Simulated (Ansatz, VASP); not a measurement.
# Two plane-wave programs on Pd

File INCAR:

```
ALGO     = Normal         # electronic algorithm
EDIFF    = 1E-8           # SCF threshold, eV
ENCUT    = 520            # plane-wave cutoff, eV
GGA      = PE             # functional
ISIF     = 2              # what is computed and relaxed
ISMEAR   = -1             # smearing method
LASPH    = True           # aspherical terms in the spheres
LCHARG   = False          # write CHGCAR
LEFG     = True         
LREAL    = False          # projectors in reciprocal space
LWAVE    = False          # write WAVECAR
NBANDS   = 11             # bands
NELM     = 100            # most SCF steps
PREC     = Accurate       # precision mode
SIGMA    = 0.05           # smearing width, eV
```

Contents of KPOINTS:

```
k-points
0
Gamma
  18 18 18
```

File POSCAR:

```
Pd
1.0
    0.0000000000      2.0226960000      1.9449000000
    2.0226960000      0.0000000000      1.9449000000
    2.0226960000      2.0226960000      0.0000000000
Pd
1
Direct
    0.0000000000      0.0000000000      0.0000000000
```

Input for Ansatz:

```yaml
crystal:
  lattice:
    - [0.0, 2.022696, 1.9449]
    - [2.022696, 0.0, 1.9449]
    - [2.022696, 2.022696, 0.0]
  atoms:
    - { symbol: Pd, position: [0.0, 0.0, 0.0] }
kpoints:
  mp_grid: { grid: [18, 18, 18] }
scf:
  occupations: { method: fermi_dirac, width: 0.05 }
hamiltonian:
  xc: pbe
  pseudopotentials: { kind: paw }
output:
  forces: true
  stress: true
  eigenvalues: true
  efg: { contact_densities: true }
```

Change from the starting cell: x and y stretched by +4 %, z held, PAW files.

Alike in both runs: task electric field gradients; functional PBE; k mesh 18 × 18 × 18; occupations fermi-dirac, width 0.05 eV; no spin polarisation.

```csv
,VASP,Ansatz
version,VASP 6.6.1,Ansatz 0.2.0
potentials or method,"VASP PAW PBE potentials, release 64 (Pd)","PAW with Ansatz's default frozen-core files, scalar-relativistic"
plane-wave cutoff (eV),520,420
valence electrons in the cell,10,18
```

```csv
,VASP,Ansatz,Ansatz less VASP
pressure (GPa),-5.9,-5.7,+0.24
largest component of the traceless stress (GPa),0.91,0.92,+0.005
Vzz of the field gradient on the site that differs most (V/Å²),5.8,7.6,+1.87
```

The functional is the same, so the differences come from potentials, cutoffs and numerics. The two sets of potentials don't hold the same shells in valence. Ansatz warned: «gradients_without_spin_orbit».
